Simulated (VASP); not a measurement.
# Li₂HF: band offset of LiF and LiH

Li₂HF, interface, 32 atoms in the cell. PBE, superlattice band alignment; PAW potentials F, H, Li_sv (PBE set).

Materials: LiF, LiH; Interface: (001); Units of each material: 4.

## Input

INCAR.step1:
```
  PREC = Accurate
  ENCUT = 750
  EDIFF = 1E-7
  ISMEAR = 0
  SIGMA = 0.05
  ALGO = Normal
  LREAL = False
  LASPH = True
  NELM = 100
  LWAVE = False
  LCHARG = False
  IBRION = 2
  NSW = 30
  ISIF = 3
  EDIFFG = -0.005
  KPAR = 4
```

INCAR.step2:
```
  PREC = Accurate
  ENCUT = 630
  EDIFF = 1E-6
  ISMEAR = 0
  SIGMA = 0.05
  ALGO = Normal
  LREAL = False
  LASPH = True
  NELM = 100
  LWAVE = False
  LCHARG = False
  LVHAR = True
  KPAR = 4
```

INCAR.step3, as INCAR.step2 but for:
```
- ENCUT = 630
- LVHAR = True
+ ENCUT = 750
+ IBRION = 2
+ NSW = 30
+ ISIF = 3
+ LATTICE_CONSTRAINTS = .FALSE. .FALSE. .TRUE.
+ EDIFFG = -0.01
```

INCAR.step5:
```
  PREC = Accurate
  ENCUT = 630
  EDIFF = 1E-5
  ISMEAR = 0
  SIGMA = 0.05
  ALGO = Normal
  LREAL = False
  LASPH = True
  NELM = 100
  LWAVE = False
  LCHARG = False
  LVHAR = True
  LHFCALC = True
  AEXX = 0.25
  HFSCREEN = 0.2
  GGA = PE
  PRECFOCK = Fast
  KPAR = 4
```

INCAR.step7:
```
  PREC = Accurate
  ENCUT = 630
  EDIFF = 1E-6
  ISMEAR = 0
  SIGMA = 0.05
  ALGO = Normal
  LREAL = False
  LASPH = True
  NELM = 100
  LWAVE = False
  LCHARG = False
  LVHAR = True
  KPAR = 4
  NCORE = 2
  IBRION = 2
  NSW = 20
  ISIF = 3
  LATTICE_CONSTRAINTS = .FALSE. .FALSE. .TRUE.
  EDIFFG = -0.03
```

KPOINTS.step1:
```
k-points
0
Gamma
  10 10 10
```

KPOINTS.step2:
```
k-points
0
Gamma
  7 7 5
```

KPOINTS.step5:
```
k-points
0
Gamma
  6 6 4
```

KPOINTS.step7:
```
k-points
0
Gamma
  7 7 1
```

POSCAR.step1:
```
LiF
1.0
    0.0000000000      2.0140000000      2.0140000000
    2.0140000000      0.0000000000      2.0140000000
    2.0140000000      2.0140000000      0.0000000000
F Li
1 1
Direct
    0.5000000000      0.5000000000      0.5000000000
    0.0000000000      0.0000000000      0.0000000000
```

POSCAR.step2:
```
LiF
1.0
    2.8654163412      0.0000000000      0.0000000000
    0.0000000000      2.8654163412      0.0000000000
    0.0000000000      0.0000000000      4.0523106516
F Li
2 2
Direct
    0.5000000000      0.5000000000      0.0000000000
    0.0000000000      0.0000000000      0.5000000000
    0.0000000000      0.0000000000      0.0000000000
    0.5000000000      0.5000000000      0.5000000000
```

POSCAR.step3:
```
LiH
1.0
    2.8654163412      0.0000000000      0.0000000000
    0.0000000000      2.8654163412      0.0000000000
    0.0000000000      0.0000000000      4.1162116616
H Li
2 2
Direct
    0.5000000000      0.5000000000      0.0000000000
    0.0000000000      0.0000000000      0.5000000000
    0.0000000000      0.0000000000      0.0000000000
    0.5000000000      0.5000000000      0.5000000000
```

POSCAR.step4:
```
LiH
1.0
    2.8654163412      0.0000000000      0.0000000000
    0.0000000000      2.8654163412      0.0000000000
    0.0000000000      0.0000000000      3.9835294558
H Li
2 2
Direct
    0.5000000000      0.5000000000      0.0000000000
    0.0000000000      0.0000000000      0.5000000000
    0.0000000000      0.0000000000      0.0000000000
    0.5000000000      0.5000000000      0.5000000000
```

POSCAR.step7:
```
Li2HF
1.0
    2.8654163412      0.0000000000      0.0000000000
    0.0000000000      2.8654163412      0.0000000000
    0.0000000000      0.0000000000     32.1433604296
F Li H
8 16 8
Direct
    0.5000000000      0.5000000000      0.0000000000
    0.0000000000      0.0000000000      0.0630349560
    0.5000000000      0.5000000000      0.1260699130
    0.0000000000      0.0000000000      0.1891048690
    0.5000000000      0.5000000000      0.2521398260
    0.0000000000      0.0000000000      0.3151747820
    0.5000000000      0.5000000000      0.3782097390
    0.0000000000      0.0000000000      0.4412446950
    0.0000000000      0.0000000000      0.0000000000
    0.5000000000      0.5000000000      0.0630349560
    0.0000000000      0.0000000000      0.1260699130
    0.5000000000      0.5000000000      0.1891048690
    0.0000000000      0.0000000000      0.2521398260
    0.5000000000      0.5000000000      0.3151747820
    0.0000000000      0.0000000000      0.3782097390
    0.5000000000      0.5000000000      0.4412446950
    0.0000000000      0.0000000000      0.5042796520
    0.5000000000      0.5000000000      0.5662446950
    0.0000000000      0.0000000000      0.6282097390
    0.5000000000      0.5000000000      0.6901747820
    0.0000000000      0.0000000000      0.7521398260
    0.5000000000      0.5000000000      0.8141048690
    0.0000000000      0.0000000000      0.8760699130
    0.5000000000      0.5000000000      0.9380349560
    0.5000000000      0.5000000000      0.5042796520
    0.0000000000      0.0000000000      0.5662446950
    0.5000000000      0.5000000000      0.6282097390
    0.0000000000      0.0000000000      0.6901747820
    0.5000000000      0.5000000000      0.7521398260
    0.0000000000      0.0000000000      0.8141048690
    0.5000000000      0.5000000000      0.8760699130
    0.0000000000      0.0000000000      0.9380349560
```

Commands (each step's output is kept before the next begins):
```
cat potpaw_PBE.64/F/POTCAR potpaw_PBE.64/Li_sv/POTCAR > POTCAR
cp INCAR.step1 INCAR
cp KPOINTS.step1 KPOINTS
cp POSCAR.step1 POSCAR
mpirun -np 8 vasp_std > vasp.out
rm WAVECAR CHG
cp INCAR.step2 INCAR
cp KPOINTS.step2 KPOINTS
cp POSCAR.step2 POSCAR
mpirun -np 8 vasp_std > vasp.out
cat potpaw_PBE.64/H/POTCAR potpaw_PBE.64/Li_sv/POTCAR > POTCAR
rm WAVECAR CHG
cp INCAR.step3 INCAR
cp POSCAR.step3 POSCAR
mpirun -np 8 vasp_std > vasp.out
rm WAVECAR CHG
cp INCAR.step2 INCAR
cp POSCAR.step4 POSCAR
mpirun -np 8 vasp_std > vasp.out
cat potpaw_PBE.64/F/POTCAR potpaw_PBE.64/Li_sv/POTCAR > POTCAR
rm WAVECAR CHG
cp INCAR.step5 INCAR
cp KPOINTS.step5 KPOINTS
cp POSCAR.step2 POSCAR
mpirun -np 8 vasp_std > vasp.out
cat potpaw_PBE.64/H/POTCAR potpaw_PBE.64/Li_sv/POTCAR > POTCAR
rm WAVECAR CHG
cp POSCAR.step4 POSCAR
mpirun -np 8 vasp_std > vasp.out
cat potpaw_PBE.64/F/POTCAR potpaw_PBE.64/Li_sv/POTCAR potpaw_PBE.64/H/POTCAR > POTCAR
rm WAVECAR CHG
cp INCAR.step7 INCAR
cp KPOINTS.step7 KPOINTS
cp POSCAR.step7 POSCAR
mpirun -np 8 vasp_std > vasp.out
```

## Result

- Valence offset, second less first (eV): 3.93
- Conduction offset, second less first (eV): -1.98
- Valence offset by core potentials (eV): 3.93
- Valence offset with HSE06 edges (eV): 4.96
- Conduction offset with HSE06 edges (eV): -2.45
- Type: I
- Second's layer height over the first's: 0.983

LiF and LiH:

| Quantity | LiF | LiH |
|---|---|---|
| Gap (eV) | 8.93 | 3.01 |
| Gap under HSE06 (eV) | 11.24 | 3.83 |

Limits: the second material is strained onto the first one's lattice, and spin-orbit coupling is left out.

VASP 6.6.1 took 492 s on 8 cores (Intel Xeon Platinum 8488C (Sapphire Rapids)), a shared host.
